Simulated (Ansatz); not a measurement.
The system is Br.

```
CELL_PARAMETERS angstrom
3.36325 -2.32255 0.00000
3.36325 2.32255 0.00000
0.00000 0.00000 8.70230
ATOMIC_POSITIONS crystal
Br 0.36510 0.63490 0.39010
Br 0.13490 0.86510 0.89010
Br 0.63490 0.36510 0.60990
Br 0.86510 0.13490 0.10990
```

| Quantity | Value |
| --- | --- |
| Program | Ansatz 0.2.0 |
| Task | relaxation of cell and atoms |
| Functional | PBE |
| Dispersion | D3(BJ) |
| Potentials or basis | Ansatz PAW |
| Cutoff | 420 eV (not typed: the program's choice for these potentials) |
| k mesh | 7 × 7 × 3 |
| Occupations | fermi-dirac, width 0.05 eV |
| Spin | no spin polarisation |

At the start: volume 33.99 Å³/atom.

Problem. Where does the relaxation end?

Solution. It ends after 9 steps and the volume is 31.05 Å³/atom (-8.6 %); space group Cmce (No. 64, to 0.05 Å).

Step by step:
```
step  energy change (eV)  largest force (eV/Å)  volume (Å³)
   1              0.0000                0.8814       135.95
   2             -0.1216                0.3649       124.74
   3             -0.1630                0.0996       123.74
   4             -0.1733                0.0210       121.07
   5             -0.1764                0.0439       123.35
   6             -0.1780                0.0424       124.14
   7             -0.1795                0.0167       123.93
   8             -0.1795                0.0012       124.19
   9             -0.1787                0.0009       124.19
```

Final structure:
```
CELL_PARAMETERS angstrom
3.49060 -2.07502 0.00000
3.49060 2.07502 0.00000
0.00000 0.00000 8.57336
ATOMIC_POSITIONS crystal
Br 0.34893 0.65107 0.38086
Br 0.15107 0.84893 0.88086
Br 0.65107 0.34893 0.61914
Br 0.84893 0.15107 0.11914
```

Caveat: the plane-wave basis is chosen anew once the cell has moved, so the energies of steps on either side of that aren't comparable.
